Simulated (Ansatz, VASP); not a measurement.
# One calculation of Ge, two programs

```
Ge
1.0
     4.03036    0.00000    0.00000
     0.00000    4.03036    0.00000
     0.00000    0.00000   18.27484
Ge
4
Direct
  0.00000 0.50000 0.38304
  0.00000 0.00000 0.46101
  0.50000 0.00000 0.54271
  0.50000 0.50000 0.62062
```

Alike in both runs: functional PBE; dispersion D3(BJ); k mesh 7 × 7 × 1; occupations gaussian, width 0.1 eV; no spin polarisation.

Ansatz relaxed the structure, and its values are those at the end. VASP's run is a single point on that final structure, the one shown.

|  | VASP | Ansatz |
| --- | --- | --- |
| version | VASP 6.6.1 | Ansatz 0.2.0 |
| potentials or method | VASP PAW PBE potentials, release 64 (Ge_d) | scalar-relativistic, plane waves, PAW |
| plane-wave cutoff (eV) | 520 | 420 |
| valence electrons in the cell | 56 | 56 |

```tsv
	VASP	Ansatz	Ansatz less VASP
gap on the k mesh at the Fermi level (eV)	none	none	-
rms of the force components (eV/Å)	0.005	0.006	+0.0008
```

A gap of «none» marks a metal or a gap that the smearing closes.
